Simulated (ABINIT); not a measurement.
Crystal: BN.

```
N B
1.0
     2.55394    0.00000    0.00000
    -1.27697    2.21178    0.00000
     0.00000    0.00000    4.22685
N B
2 2
Direct
  0.33333 0.66667 0.12528
  0.66667 0.33333 0.62528
  0.33333 0.66667 0.49972
  0.66667 0.33333 0.99972
```

Measurements of this composition are mostly on another form, of space group No. 194.

Base run:

```yaml
Program: ABINIT 10.8.3 (patched build)
Functional: PBE
Potentials_or_basis: JTH PAW PBE v2.0
Cutoff: 844 eV
k_mesh: 12 × 12 × 6
Occupations: fermi-dirac, width 0.05 eV
Spin: no spin polarisation
```

Its results: band gap on the k mesh 5.19 eV, indirect (least direct gap 8.22 eV); pressure -0.2 GPa; largest force 0.015 eV/Å.

Q: The run is repeated on the same cell with these changes: potentials or basis from JTH PAW PBE v2.0 to SPMS NC PBE v1.0; cutoff from 844 eV to 952 eV. What comes out?

A: Band gap on the k mesh 5.27 eV, indirect (least direct gap 8.30 eV); pressure -2.1 GPa; largest force 0.017 eV/Å.
